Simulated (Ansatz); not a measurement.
Frozen normal mode in Si$_{2}$Mo

Method: DFT PBEsol, scalar-relativistic, plane waves, PAW (Ansatz 0.2.0). Cutoff 420 eV, Γ-centred 12×12×6 k-points, Gaussian smearing of 0.15 eV. No spin polarisation. Energies are free energies at this smearing, counted from the undisturbed cell; pressure is positive in compression.

Reference structure (relaxed at this level; this form isn't the usual structure):

```xyz
9
Lattice="4.5744 0.0000 0.0000 -2.2872 3.9616 0.0000 0.0000 0.0000 6.5666" Properties=species:S:1:pos:R:3 pbc="T T T"
Si   -1.1608    3.3112    5.4721
Si    1.1265    0.6504    1.0944
Si    2.2872    2.6609    3.2833
Si    3.4480    0.6504    5.4721
Si    1.1608    3.3112    1.0944
Si    0.0000    1.3007    3.2833
Mo    2.2872    0.0000    3.2833
Mo   -1.1436    1.9808    1.0944
Mo    1.1436    1.9808    5.4721
```

A zone-centre mode of this cell is frozen in: each atom moves by x times its row below, so x is the largest displacement.
```
atom ux uy uz
 Si1   0.866  -0.500  0.000
 Si2  -0.866  -0.500  0.000
 Si3   0.000   1.000  0.000
 Si4   0.866  -0.500  0.000
 Si5  -0.866  -0.500  0.000
 Si6   0.000   1.000  0.000
 Mo7   0.000   0.632  0.000
 Mo8  -0.547  -0.316  0.000
 Mo9   0.547  -0.316  0.000
```

```
  x (Å)  ΔE (meV/cell) force along the mode (eV/Å) pressure (GPa) gap on the mesh (eV)
-0.2000          763.1                         7.45             0.4                  0.00
-0.1000          194.0                         3.86             0.1                  0.00
 0.0000            0.0                         0.00             0.0                  0.04
 0.0250           12.2                            ?             0.0                  0.04
 0.0500           48.7                        -1.95             0.0                  0.03
 0.0750          109.4                        -2.91             0.0                  0.02
 0.1250          302.2                        -4.79             0.1                  0.00
 0.1500          433.6                        -5.71             0.2                  0.00
 0.1750          587.4                            ?             0.3                  0.00
```

By symmetry 0.2000 repeats -0.2000, -0.1500 repeats 0.1500, 0.1000 repeats -0.1000, -0.0500 repeats 0.0500 in energy, with the opposite slope along the path.

Question: Give the withheld values.

Answer: force along the mode (eV/Å) at x (Å) = 0.0250: -0.97; force along the mode (eV/Å) at x (Å) = 0.1750: -6.60.